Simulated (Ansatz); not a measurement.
## GaN: single point with PBE

**What was measured.**

A printed reference work, textbook reports, for a bulk crystal of GaN at 0 K: band gap 3.299 eV (direct).

GaN:

```xyz
2
Lattice="0.0000 2.2535 2.2535 2.2535 0.0000 2.2535 2.2535 2.2535 0.0000" Properties=species:S:1:pos:R:3 pbc="T T T"
Ga    0.0000    0.0000    0.0000
N     1.1268    1.1268    1.1268
```

The cell is a database's computed one.

```
Program             : Ansatz 0.2.0
Task                : single point
Functional          : PBE
Potentials or basis : all-electron LAPW, scalar-relativistic
Cutoff              : 422 eV (chosen from the basis error)
Basis error allowed : 0.001 eV/atom
k mesh              : 10 × 10 × 10
Occupations         : gaussian, width 0.023 eV
Spin                : no spin polarisation
```

```json
{
  "Pressure": "4.9 GPa",
  "Band gap on the k mesh": "1.73 eV, direct"
}
```

Levels at points of the mesh, in eV from the valence-band top:
```tsv
k point	band 12	band 13	band 14	band 15	band 16	band 17
(0.00, 0.00, 0.00)	0.00	0.00	0.00	1.73	10.31	10.31
(0.00, 0.00, -0.50)	-7.03	-0.97	-0.97	4.65	8.73	10.36
(0.00, -0.50, -0.50)	-6.12	-2.70	-2.70	3.36	6.67	11.71
```

It took 16 s on 1 thread of Arm Neoverse V1, on a shared host, peak memory 0.29 GiB.

A measured gap of GaN is 3.299 eV (direct; 0 K; a printed reference work, textbook); the calculated 1.73 eV misses it by -1.56 eV. Spin-orbit coupling on Ga is left out. The value is that of PBE, without temperature or zero-point motion. Semilocal functionals fall short of measured gaps as a rule. The cell is a database's relaxed one, not the measured one, which moves gaps too.
